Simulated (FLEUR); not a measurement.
Runs of FLEUR MaX-R8.1 (later development tree) on Na2S. The structure is cubic, space group Fm-3m (No. 225). Conventional cell: a = 6.547 Å, b = 6.547 Å, c = 6.547 Å, α = 90.00°, β = 90.00°, γ = 90.00°. S (site symmetry m-3m) has 8 Na at 2.83 Å as nearest neighbours. Na (site symmetry -43m) has 4 S at 2.83 Å as nearest neighbours. 

| task | level | cell | muffin-tin radii | max iterations | mixing factor | mixer | mixer history | gap on the mesh (eV) |
| --- | --- | --- | --- | --- | --- | --- | --- | --- |
| band structure | LDA | as given | S 2.48, Na 2.48 bohr | 60 | 0.05 | Anderson | 15 | 2.24 |
| band structure | r2SCAN | as given | S 2.48, Na 2.48 bohr | 80 | 0.05 | Anderson | 30 | 2.92 |
| single point | PBEsol | atoms moved at random, drawn with an rms of 0.05 Å | S 2.41, Na 2.41 bohr | 60 | 0.05 | Anderson | 15 | 2.33 |
| single point | PBEsol | as given | S 2.41, Na 2.41 bohr | 60 | 0.05 | Anderson | 15 | (a) |

Alike in all rows: potentials or basis all-electron, FLAPW; no spin polarisation; k mesh 7 × 7 × 7; smearing fermi-dirac 0.05 eV; kmax 4.1 1/bohr.

Q: Fill in the values left out.

A: (a) 2.36.

Caveats: the meta-GGA is that of a development version, with a GGA for the radial functions and cores and without core tails (some runs).

